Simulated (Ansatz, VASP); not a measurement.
## I in VASP and in Ansatz

Contents of INCAR:

```
ALGO = Normal ; EDIFF = 1E-7
ENCUT = 520 ; GGA = PS
ISIF = 2 ; ISMEAR = -1
LASPH = True ; LCHARG = False
LREAL = False ; LWAVE = False
NBANDS = 10 ; NELM = 80
PREC = Accurate ; SIGMA = 0.05
```

The input KPOINTS:

```
k-points
0
Gamma
  14 14 14
```

POSCAR

```
I
1.0
    0.0000000000      1.8529978911      1.8529978911
    1.8529978911      0.0000000000      1.8529978911
    1.8529978911      1.8529978911      0.0000000000
I
1
Direct
    0.0000000000      0.0000000000      0.0000000000
```

Input for Ansatz:

```yaml
crystal:
  lattice:
    - [0.0, 1.8529978911, 1.8529978911]
    - [1.8529978911, 0.0, 1.8529978911]
    - [1.8529978911, 1.8529978911, 0.0]
  atoms:
    - { symbol: I, position: [0.0, 0.0, 0.0] }
kpoints:
  mp_grid: { grid: [14, 14, 14] }
  band_path:
    path:
      - [0.0, 0.0, 0.0]
      - [0.5, 0.0, 0.5]
      - [0.625, 0.25, 0.625]
      - [0.375, 0.375, 0.75]
      - [0.0, 0.0, 0.0]
      - [0.5, 0.5, 0.5]
      - [0.5, 0.25, 0.75]
      - [0.5, 0.0, 0.5]
    npoints: 8
scf:
  occupations: { method: fermi_dirac, width: 0.05 }
hamiltonian:
  xc: pbesol
  pseudopotentials: { kind: all_electron, lapw: { basis_error: 0.001 } }
output:
  forces: true
  stress: true
  eigenvalues: true
  populations: true
  dos: { projected: true, de: 0.2, e_range: [-14, 8] }
```

Change from the starting cell: volume scaled by 0.4, LAPW.

Alike in both runs: task single point; functional PBEsol; k mesh 14 × 14 × 14; occupations fermi-dirac, width 0.05 eV; no spin polarisation.

|  | VASP | Ansatz |
| --- | --- | --- |
| version | VASP 6.6.1 | Ansatz 0.2.0 |
| potentials or method | VASP PAW PBE potentials, release 64 (I) | all-electron LAPW, scalar-relativistic |
| plane-wave cutoff (eV) | 520 | see its input |

|  | VASP | Ansatz | Ansatz less VASP |
| --- | --- | --- | --- |
| pressure (GPa) | 292.3 | 290.2 | -2.14 |

Ansatz ran all-electron here, so the differences hold the error of VASP's frozen core and of both bases.

Caveats: the cell as given lies far from equilibrium; so large a pressure means that the cell lies far from this level's equilibrium, or that cutoff or potentials fall short (VASP); the potentials were made for another functional, which shifts forces and pressure (VASP); an odd number of electrons without spin polarisation forces a metal; a magnetic or distorted state may lie lower. Spin-orbit coupling is left out, which matters for the levels of I.
